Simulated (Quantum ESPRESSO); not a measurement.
# CdO2 (P-3m1) in Quantum ESPRESSO: single point with PBEsol

Aim: the single point of CdO2 with PBEsol.

Program: Quantum ESPRESSO 7.5. These are calculated values, not measurements. Logs are shortened: lines on timing, memory, paths and dates and some standing lists are left out, and cuts for length are marked.

## Step 1: The structure

Symmetry: P-3m1, No. 164, trigonal system. The conventional cell has a = 3.476 Å, b = 3.476 Å, c = 4.148 Å, α = 90.00°, β = 90.00°, γ = 120.00°. Around Cd (site symmetry -3m) lie 6 O at 2.25 Å. O (site symmetry 3m) has 3 Cd at 2.25 Å as nearest neighbours.

The cell comes from a database or a generator and needn't be the stable form of this composition.

## Step 2: Single point, PBEsol

File run.py:

```python
import numpy as np
from ase.calculators.espresso import Espresso, EspressoProfile
from ase.io import read

atoms = read('POSCAR')

input_data = {
    'control': {'calculation': 'scf', 'prefix': 'pwscf', 'outdir': './tmp', 'tprnfor': True, 'tstress': True, 'disk_io': 'nowf'},
    'system': {'ecutwfc': 45.0, 'ecutrho': 360.0, 'nbnd': 19, 'occupations': 'smearing', 'smearing': 'fd', 'degauss': 0.00367493},
    'electrons': {'conv_thr': 6e-10, 'electron_maxstep': 120, 'mixing_beta': 0.5},
}
pseudopotentials = {'O': 'o_pbesol_v1.2.uspp.F.UPF', 'Cd': 'cd_pbesol_v1.uspp.F.UPF'}
profile = EspressoProfile(command='mpirun -n 2 pw.x -nk 2', pseudo_dir='pseudo')
dft = Espresso(profile=profile, input_data=input_data, pseudopotentials=pseudopotentials, kpts=(9, 9, 7), koffset=(0, 0, 0))
atoms.calc = dft

print(f'energy {atoms.get_potential_energy():.8f} eV')
print('forces (eV/A)')
print(np.round(atoms.get_forces(), 6))
print('stress (eV/A^3, Voigt)')
print(np.round(atoms.get_stress(), 8))
print(f'Fermi level {dft.get_fermi_level():.4f} eV')
```

File POSCAR:

```
CdO2
1.0
    3.4762295762      0.0000000000      0.0000000000
   -1.7381147881      3.0105031223      0.0000000000
    0.0000000000      0.0000000000      4.1480760000
Cd O
1 2
Direct
    0.0000000000      0.0000000000      0.0000000000
    0.3333333333      0.6666666667      0.2442190000
    0.6666666667      0.3333333333      0.7557810000
```

Potentials or basis: GBRV 1.5 PBEsol.

On the command line:

```console
$ OMP_NUM_THREADS=1 python run.py
```

Standard output:

```text
energy -2430.31250074 eV
forces (eV/A)
[[ 0.       -0.        0.      ]
 [-0.       -0.       -0.272944]
 [ 0.        0.        0.272944]]
stress (eV/A^3, Voigt)
[ 0.06624048  0.06624048  0.05586989 -0.         -0.         -0.        ]
Fermi level 4.7610 eV
```

espresso.pwi:

```text
&CONTROL
   calculation      = 'scf'
   tstress          = .true.
   tprnfor          = .true.
   outdir           = './tmp'
   prefix           = 'pwscf'
   disk_io          = 'nowf'
   pseudo_dir       = 'pseudo'
/
&SYSTEM
   nbnd             = 19
   ecutwfc          = 45.0
   ecutrho          = 360.0
   occupations      = 'smearing'
   degauss          = 0.00367493
   smearing         = 'fd'
   ntyp             = 2
   nat              = 3
   ibrav            = 0
/
&ELECTRONS
   electron_maxstep = 120
   conv_thr         = 6e-10
   mixing_beta      = 0.5
/
&IONS
/
&CELL
/
&FCP
/
&RISM
/
ATOMIC_SPECIES
Cd 112.414 cd_pbesol_v1.uspp.F.UPF
O 15.999 o_pbesol_v1.2.uspp.F.UPF

K_POINTS automatic
9 9 7  0 0 0

CELL_PARAMETERS angstrom
3.47622957620000 0.00000000000000 0.00000000000000
-1.73811478810000 3.01050312230000 0.00000000000000
0.00000000000000 0.00000000000000 4.14807600000000

ATOMIC_POSITIONS angstrom
Cd 0.0000000000 0.0000000000 0.0000000000  
O -0.0000000002 2.0070020816 1.0130389726  
O 1.7381147883 1.0035010407 3.1350370274
```

espresso.pwo:

```text
This program is part of the open-source Quantum ESPRESSO suite
     for quantum simulation of materials; please cite
         "P. Giannozzi et al., J. Phys.:Condens. Matter 21 395502 (2009);
         "P. Giannozzi et al., J. Phys.:Condens. Matter 29 465901 (2017);
         "P. Giannozzi et al., J. Chem. Phys. 152 154105 (2020);
     in publications or presentations arising from this work. More details at

Warning: card &CELL ignored
Warning: card &FCP ignored
Warning: card &RISM ignored

     Message from routine setup:
     using ibrav=0 with symmetry is DISCOURAGED, use correct ibrav instead

     K-points division:     npool     =       2
     Subspace diagonalization in iterative solution of the eigenvalue problem:
     a serial algorithm will be used

     G-vector sticks info
     --------------------
     sticks:   dense  smooth     PW     G-vecs:    dense   smooth      PW
     Sum        1069     535    163                33815    11943    2029

     Using Slab Decomposition

     bravais-lattice index     =            0
     lattice parameter (alat)  =       6.5691  a.u.
     unit-cell volume          =     292.9482 (a.u.)^3
     number of atoms/cell      =            3
     number of atomic types    =            2
     number of electrons       =        24.00
     number of Kohn-Sham states=           19
     kinetic-energy cutoff     =      45.0000  Ry
     charge density cutoff     =     360.0000  Ry
     scf convergence threshold =      6.0E-10
     mixing beta               =       0.5000
     number of iterations used =            8  plain     mixing
     Exchange-correlation= SLA  PW   PSX  PSC
                           (   1   4  10   8   0   0   0)

     celldm(1)=   6.569122  celldm(2)=   0.000000  celldm(3)=   0.000000
     celldm(4)=   0.000000  celldm(5)=   0.000000  celldm(6)=   0.000000

     crystal axes: (cart. coord. in units of alat)
               a(1) = (   1.000000   0.000000   0.000000 )
               a(2) = (  -0.500000   0.866025   0.000000 )
               a(3) = (   0.000000   0.000000   1.193269 )

     reciprocal axes: (cart. coord. in units 2 pi/alat)
               b(1) = (  1.000000  0.577350 -0.000000 )
               b(2) = (  0.000000  1.154701  0.000000 )
               b(3) = (  0.000000 -0.000000  0.838034 )

     PseudoPot. # 1 for Cd read from file:
     cd_pbesol_v1.uspp.F.UPF
     Pseudo is Ultrasoft + core correction, Zval = 12.0
     Generated by new atomic code, or converted to UPF format
     Using radial grid of  889 points,  6 beta functions with:
                l(1) =   0
                l(2) =   0
                l(3) =   1
                l(4) =   1
                l(5) =   2
                l(6) =   2
     Q(r) pseudized with  6 coefficients,  rinner =    1.000   1.000   1.000
                                                       1.000   1.000

     PseudoPot. # 2 for O  read from file:
     o_pbesol_v1.2.uspp.F.UPF
     Pseudo is Ultrasoft + core correction, Zval =  6.0
     Generated by new atomic code, or converted to UPF format
     Using radial grid of  737 points,  5 beta functions with:
                l(1) =   0
                l(2) =   0
                l(3) =   1
                l(4) =   1
                l(5) =   2
     Q(r) pseudized with  8 coefficients,  rinner =    0.900   0.900   0.900
                                                       0.900   0.900

     atomic species   valence    mass     pseudopotential
     Cd               12.00   112.41400     Cd( 1.00)
     O                 6.00    15.99900     O ( 1.00)

     12 Sym. Ops., with inversion, found

   Cartesian axes

     site n.     atom                  positions (alat units)
         1        Cd     tau(   1) = (   0.0000000   0.0000000   0.0000000  )
         2        O      tau(   2) = (  -0.0000000   0.5773503   0.2914189  )
         3        O      tau(   3) = (   0.5000000   0.2886751   0.9018498  )

     number of k points=    69  Fermi-Dirac smearing, width (Ry)=  0.0037
                       cart. coord. in units 2pi/alat
        k(    1) = (   0.0000000   0.0000000   0.0000000), wk =   0.0035273
        k(    2) = (   0.0000000   0.0000000   0.1197192), wk =   0.0070547
        k(    3) = (   0.0000000   0.0000000   0.2394383), wk =   0.0070547
        k(    4) = (   0.0000000   0.0000000   0.3591575), wk =   0.0070547
        k(    5) = (   0.0000000   0.1283001   0.0000000), wk =   0.0211640
        k(    6) = (   0.0000000   0.1283001   0.1197192), wk =   0.0211640
[... 61 lines left out ...]
        k(   68) = (  -0.2222222   0.5132002  -0.2394383), wk =   0.0423280
        k(   69) = (  -0.2222222   0.5132002  -0.3591575), wk =   0.0423280

     Dense  grid:    33815 G-vectors     FFT dimensions: (  40,  40,  48)

     Smooth grid:    11943 G-vectors     FFT dimensions: (  30,  30,  36)

     Check: negative core charge=   -0.000001

     Initial potential from superposition of free atoms

     starting charge      23.5000, renormalised to      24.0000

     negative rho (up, down):  2.220E-02 0.000E+00
     Starting wfcs are   17 randomized atomic wfcs +    2 random wfcs

     Self-consistent Calculation

     iteration #  1     ecut=    45.00 Ry     beta= 0.50
     Davidson diagonalization with overlap
     ethr =  1.00E-02,  avg # of iterations =  5.3

     negative rho (up, down):  2.142E-02 0.000E+00

     total energy              =    -178.50011953 Ry
     estimated scf accuracy    <       0.26884564 Ry

     iteration #  2     ecut=    45.00 Ry     beta= 0.50
     Davidson diagonalization with overlap
     ethr =  1.12E-03,  avg # of iterations =  2.1

     negative rho (up, down):  2.203E-02 0.000E+00

     total energy              =    -178.59396823 Ry
     estimated scf accuracy    <       0.22261716 Ry

     iteration #  3     ecut=    45.00 Ry     beta= 0.50
     Davidson diagonalization with overlap
     ethr =  9.28E-04,  avg # of iterations =  1.2

     negative rho (up, down):  2.228E-02 0.000E+00

     total energy              =    -178.62351746 Ry
     estimated scf accuracy    <       0.00494923 Ry

     iteration #  4     ecut=    45.00 Ry     beta= 0.50
     Davidson diagonalization with overlap
     ethr =  2.06E-05,  avg # of iterations =  2.9

     negative rho (up, down):  2.235E-02 0.000E+00

     total energy              =    -178.62463327 Ry
     estimated scf accuracy    <       0.00054907 Ry

     iteration #  5     ecut=    45.00 Ry     beta= 0.50
     Davidson diagonalization with overlap
     ethr =  2.29E-06,  avg # of iterations =  4.9

     negative rho (up, down):  2.236E-02 0.000E+00

     total energy              =    -178.62467473 Ry
     estimated scf accuracy    <       0.00008688 Ry
[... 10 lines left out ...]
     iteration #  7     ecut=    45.00 Ry     beta= 0.50
     Davidson diagonalization with overlap
     ethr =  1.31E-08,  avg # of iterations =  3.6

     negative rho (up, down):  2.239E-02 0.000E+00

     total energy              =    -178.62468976 Ry
     estimated scf accuracy    <       0.00000038 Ry

     iteration #  8     ecut=    45.00 Ry     beta= 0.50
     Davidson diagonalization with overlap
     ethr =  1.57E-09,  avg # of iterations =  2.2

     negative rho (up, down):  2.240E-02 0.000E+00

     total energy              =    -178.62468975 Ry
     estimated scf accuracy    <       0.00000010 Ry

     iteration #  9     ecut=    45.00 Ry     beta= 0.50
     Davidson diagonalization with overlap
     ethr =  4.13E-10,  avg # of iterations =  2.3

     negative rho (up, down):  2.240E-02 0.000E+00

     total energy              =    -178.62468978 Ry
     estimated scf accuracy    <          3.2E-09 Ry

     iteration # 10     ecut=    45.00 Ry     beta= 0.50
     Davidson diagonalization with overlap
     ethr =  1.33E-11,  avg # of iterations =  4.6

     negative rho (up, down):  2.240E-02 0.000E+00

     End of self-consistent calculation

          k = 0.0000 0.0000 0.0000 (  1475 PWs)   bands (ev):

   -12.3198 -10.8803  -2.4891  -2.4891  -2.1267  -1.5124  -1.5124   2.5688
     3.7859   3.7859   4.7080   4.7080   4.7827   7.9619  13.1025  18.2481
    18.2481  19.2846  23.0027

          k = 0.0000 0.0000 0.1197 (  1469 PWs)   bands (ev):

   -12.2680 -10.9447  -2.4860  -2.4860  -2.0743  -1.5163  -1.5163   2.5887
     3.7358   3.7358   4.4767   4.7679   4.7679   8.3378  12.9327  18.2671
    18.2671  19.3763  23.0839

          k = 0.0000 0.0000 0.2394 (  1487 PWs)   bands (ev):

   -12.1289 -11.1117  -2.4791  -2.4791  -1.9520  -1.5249  -1.5249   2.6698
     3.6395   3.6395   3.8671   4.8862   4.8862   9.1624  12.4012  18.3237
    18.3237  19.8955  22.8389

          k = 0.0000 0.0000 0.3592 (  1456 PWs)   bands (ev):

   -11.9721 -11.2907  -2.4736  -2.4736  -1.8487  -1.5316  -1.5316   2.8560
     3.3190   3.5731   3.5731   4.9704   4.9704  10.0130  11.6821  18.3867
    18.3867  20.7962  22.2492

          k = 0.0000 0.1283 0.0000 (  1466 PWs)   bands (ev):

   -12.2518 -10.9251  -2.4280  -2.3742  -2.0691  -1.5422  -1.5245   2.4927
     3.3792   3.6229   4.4740   4.7710   4.8701   8.4834  13.4822  17.3265
    18.4288  19.2165  22.1866

          k = 0.0000 0.1283 0.1197 (  1477 PWs)   bands (ev):

   -12.2030 -10.9826  -2.4324  -2.3838  -2.0138  -1.5489  -1.5262   2.4621
     3.3410   3.7157   4.5647   4.6598   4.6753   8.7840  13.2759  17.3538
    18.5053  19.2251  22.3193

          k = 0.0000 0.1283 0.2394 (  1476 PWs)   bands (ev):

   -12.0705 -11.1359  -2.4294  -2.3938  -1.9038  -1.5586  -1.5345   2.4451
     3.3538   3.6957   4.0729   4.7110   4.7785   9.4781  12.6742  17.5066
    18.5697  19.5682  22.1957

          k = 0.0000 0.1283 0.3592 (  1484 PWs)   bands (ev):

   -11.9188 -11.3045  -2.4214  -2.3986  -1.8178  -1.5638  -1.5433   2.4759
     3.3265   3.5880   3.7892   4.7816   4.8413  10.2300  11.9279  17.6969
    18.5683  20.0636  22.2373
[... 337 lines left out ...]
          k =-0.1111 0.4491-0.2394 (  1501 PWs)   bands (ev):

   -11.5673 -11.3821  -2.1178  -2.0232  -1.5883  -1.4143  -1.3430   1.4345
     1.9288   2.7729   3.6812   4.5860   5.0846  11.7587  13.8707  15.3282
    17.6301  19.1436  21.4196

          k =-0.1111 0.4491-0.3592 (  1492 PWs)   bands (ev):

   -11.5003 -11.4353  -2.1442  -2.0731  -1.5569  -1.3998  -1.3658   1.5020
     1.8228   2.8139   3.8089   4.5517   5.0229  11.9606  13.1910  15.5968
    17.7964  18.8530  21.2932

          k =-0.2222 0.5132-0.1197 (  1500 PWs)   bands (ev):

   -11.5220 -11.3849  -1.9871  -1.8910  -1.5937  -1.4303  -1.3673   0.9270
     2.4147   2.8838   3.5125   4.3507   4.6869  12.0907  14.6738  16.1185
    16.5136  19.7807  20.3696

          k =-0.2222 0.5132-0.2394 (  1493 PWs)   bands (ev):

   -11.4839 -11.4078  -2.0119  -1.9175  -1.5702  -1.4125  -1.3526   1.1415
     2.0816   2.6105   3.4024   4.5534   5.0134  12.2341  14.4460  15.3400
    16.8394  19.1579  20.5090

          k =-0.2222 0.5132-0.3592 (  1498 PWs)   bands (ev):

   -11.4424 -11.4367  -2.0216  -1.9542  -1.5469  -1.4053  -1.3427   1.3693
     1.8950   2.4432   3.1512   4.8465   5.1249  12.4311  13.7110  15.6537
    17.1668  18.5104  19.9771

     the Fermi energy is     4.7610 ev

!    total energy              =    -178.62468978 Ry
     estimated scf accuracy    <          3.0E-10 Ry
     smearing contrib. (-TS)   =      -0.00292528 Ry
     internal energy E=F+TS    =    -178.62176450 Ry

     The total energy is F=E-TS. E is the sum of the following terms:
     one-electron contribution =     -48.08398496 Ry
     hartree contribution      =      42.29611266 Ry
     xc contribution           =     -52.94330149 Ry
     ewald contribution        =    -119.89059071 Ry

     convergence has been achieved in  10 iterations

     negative rho (up, down):  2.240E-02 0.000E+00

     Forces acting on atoms (cartesian axes, Ry/au):

     atom    1 type  1   force =     0.00000000   -0.00000000    0.00000000
     atom    2 type  2   force =    -0.00000000   -0.00000000   -0.01061584
     atom    3 type  2   force =     0.00000000    0.00000000    0.01061584

     Total force =     0.015013     Total SCF correction =     0.000005

     Computing stress (Cartesian axis) and pressure

     negative rho (up, down):  2.240E-02 0.000E+00
          total   stress  (Ry/bohr**3)                   (kbar)     P=     -100.59
  -0.00072145   0.00000000   0.00000000         -106.13        0.00        0.00
   0.00000000  -0.00072145   0.00000000            0.00     -106.13        0.00
   0.00000000   0.00000000  -0.00060850            0.00        0.00      -89.51

=------------------------------------------------------------------------------=
   JOB DONE.
=------------------------------------------------------------------------------=
```

Wall time 20 s (2 MPI ranks of Arm Neoverse V2, shared host); peak memory 0.28 GiB.

What came out:

- Free energy: -2430.3127 eV
- Pressure: -10.1 GPa
- Largest force: 0.273 eV/Å
- Band gap on the k mesh: none (metal or under the smearing width)

Forces in eV/Å, atoms in the order of the input:
```
Cd   0.000  0.000  0.000
O    0.000  0.000 -0.273
O    0.000  0.000  0.273
```

## Step 3: For comparison

An earlier run on the cell as given: functional PBEsol; potentials or basis GBRV 1.5 PBEsol; cutoff 612 eV; density cutoff 4898 eV; k mesh 9 × 9 × 7; occupations fermi-dirac, width 0.05 eV; no spin polarisation.

- Pressure: -10.1 GPa
- Largest force: 0.273 eV/Å
- Band gap on the k mesh: none (metal or under the smearing width)
